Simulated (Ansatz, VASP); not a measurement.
## One calculation of MnO2, two programs

```
Mn O
1.0
     4.39600    0.00000    0.00000
     0.00000    4.39600    0.00000
     0.00000    0.00000    2.87100
Mn O
2 4
Direct
  0.00000 0.00000 0.00000
  0.50000 0.50000 0.50000
  0.30200 0.30200 0.00000
  0.19800 0.80200 0.50000
  0.69800 0.69800 0.00000
  0.80200 0.19800 0.50000
```

Alike in both runs: task single point; functional PBE; k mesh 4 × 4 × 7; occupations gaussian, width 0.05 eV; collinear spin; Hubbard terms Mn d U = 2.0 eV.

```csv
,VASP,Ansatz
version,VASP 6.6.1,Ansatz 0.2.0
potentials or method,"VASP PAW PBE potentials, release 64 (Mn_pv, O)","scalar-relativistic, plane waves, PAW"
plane-wave cutoff (eV),520,420
valence electrons in the cell,50,54
```

Ansatz gave:

| Property | Result |
| --- | --- |
| gap on the k mesh at the Fermi level (eV) | 0.23 |
| least direct gap on the mesh (eV) | 0.26 |
| pressure (GPa) | 5.4 |
| rms of the force components (eV/Å) | 0.203 |
| net moment per atom (μB) | 0.00 |
| size of the moment on the site where the two differ most (μB) | 2.40 |

Q: Estimate VASP's values.

A: gap on the k mesh at the Fermi level (eV): 0.21; least direct gap on the mesh (eV): 0.24; pressure (GPa): 6.8; rms of the force components (eV/Å): 0.192; net moment per atom (μB): 0.00; size of the moment on the site where the two differ most (μB): 2.74.

Site moments also hang on the region over which each program counts them. The programs project onto different local orbitals, so the same U acts differently. Atom by atom the forces differ by 0.011 eV/Å (rms over components). The two sets of potentials don't hold the same shells in valence. Ansatz warned: «specified_occupation_not_kept».

Caveats: an odd mesh through Γ misses points on the zone boundary, where band edges often lie. The state reached can hang on the start; a lower one may exist.
